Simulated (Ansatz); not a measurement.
**AlRu: a vibration from a frozen displacement**

Level of theory: Ansatz 0.2.0, DFT PBE, scalar-relativistic, plane waves, PAW. Cutoff 420 eV, Γ-centred 16×16×16 k-points, Gaussian smearing of 0.15 eV. No spin polarisation. Energies are free energies at this smearing, counted from the undisturbed cell; pressure is positive in compression.

The undisturbed cell (as given, not relaxed at this level; it stands at 2.6 GPa, and it needn't be the usual structure):

```yaml
crystal:
  lattice:
    - [2.99160, 0.00000, 0.00000]
    - [0.00000, 2.99160, 0.00000]
    - [0.00000, 0.00000, 2.99160]
  atoms:
    - { symbol: Al, position: [0.00000, 0.00000, 0.00000] }
    - { symbol: Ru, position: [0.50000, 0.50000, 0.50000] }
```

Every Al atom is moved by x along the Cartesian unit vector (-1.000, 0.000, 0.000); the cell and all other atoms stay fixed. The cell's volume is 26.77 Å³; the moved atoms weigh 26.982 u together and the others 101.070 u. Some rows repeat others by symmetry and weren't run.

```csv
x (Å),ΔE (meV/cell),total force on the moved atoms along the move (eV/Å),pressure (GPa)
-0.3000,346.14,2.2796,9.3061
-0.2625,265.76,2.0063,7.7791
-0.2250,195.72,1.7283,6.4369
-0.1875,136.19,1.4461,5.2875
-0.1500,87.30,1.1607,4.3377
-0.1125,49.17,0.8727,3.5933
-0.0750,21.87,0.5828,3.0584
-0.0375,5.47,0.2917,2.7363
0.0000,0.00,0.0000,2.6288
0.0375,5.47,-0.2917,2.7363
0.0750,21.87,-0.5828,3.0584
0.1125,49.17,-0.8727,3.5933
0.1500,87.30,-1.1607,4.3377
0.1875,136.19,-1.4461,5.2875
0.2250,195.72,-1.7283,6.4369
0.2625,265.76,-2.0063,7.7791
0.3000,346.14,-2.2796,9.3061
```

**Question.** What frequency belongs to this motion?

**Answer.** The force constant is k = −dF/dx = 7.779 eV/Å², from the parabola through x = -0.0375, 0 and 0.0375. In every cell the moved atoms swing against the rest, so the mass is μ = m₁m₂/(m₁ + m₂) = 21.296 u, and ν̃ = 521.5 cm⁻¹ × √(|k|/μ) = 315 cm⁻¹, at this cell's pressure of 2.6 GPa. To first order in x, and within 1 %, the force on every atom lies along the move and, within each of the two groups, in proportion to the atom's mass, so this is itself a mode at the zone centre of this cell.

**Question.** How far does the harmonic law reach?

**Answer.** At x = -0.300 Å, kx²/2 = 350.04 meV against the computed 346.14 meV (-1.1 %): the well is still close to harmonic there.

**Question.** The pressure changes with x². What does that say about the frequency under compression?

**Answer.** With E = k(V)x²/2, k ∝ V^(−2γ) and x scaling with the cell as V^(1/3), P − P0 = −∂E/∂V = (2γ − 2/3) ΔE/V. At x = 0.0750 Å, V(P − P0) = 26.77 × 0.42957 / 160.2 eV = 71.79 meV and ΔE = 21.87 meV, so γ = 1/3 + V(P − P0)/(2ΔE) = 1.97. This is the Grüneisen parameter of the motion under uniform scaling of the cell: shrinking the cell evenly by 1 % in volume raises the frequency by about 1.97 %.

In a metal these slopes depend on the k mesh and the smearing.